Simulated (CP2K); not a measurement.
Crystal: MgTe.

```
Te Mg
1.0
     4.57074    0.00000    0.00000
     2.28537    3.95837    0.00000
     2.28537    1.31946    3.73199
Te Mg
1 1
Direct
  0.25000 0.25000 0.25000
  0.00000 0.00000 0.00000
```

The cell comes from a database or a generator and needn't be the stable form of this composition.

Base run:

```yaml
Program: CP2K 2026.2
Functional: PBEsol
Potentials_or_basis: POTENTIAL_UZH Te GTH-PBE-q6, Mg GTH-PBE-q10; TZVP-MOLOPT-PBE-GTH basis
Density_cutoff: 19048 eV
k_mesh: 7 × 7 × 7
Occupations: fermi-dirac, width 0.01 eV
Spin: no spin polarisation
```

Its results: band gap on the k mesh 2.10 eV, direct; pressure 0.9 GPa.

Problem. The run is repeated on the same cell with these changes: functional from PBEsol to PBE; occupations from fermi-dirac, width 0.01 eV to fermi-dirac, width 0.05 eV. What comes out?

Solution. Band gap on the k mesh 2.24 eV, direct; pressure 1.6 GPa.

Caveats: spin-orbit coupling is left out, which moves the levels of the heavy elements; the basis of atomic orbitals isn't converged, which shifts pressures, moduli and gaps; the potentials were made for another functional, which shifts forces and pressure (some runs).
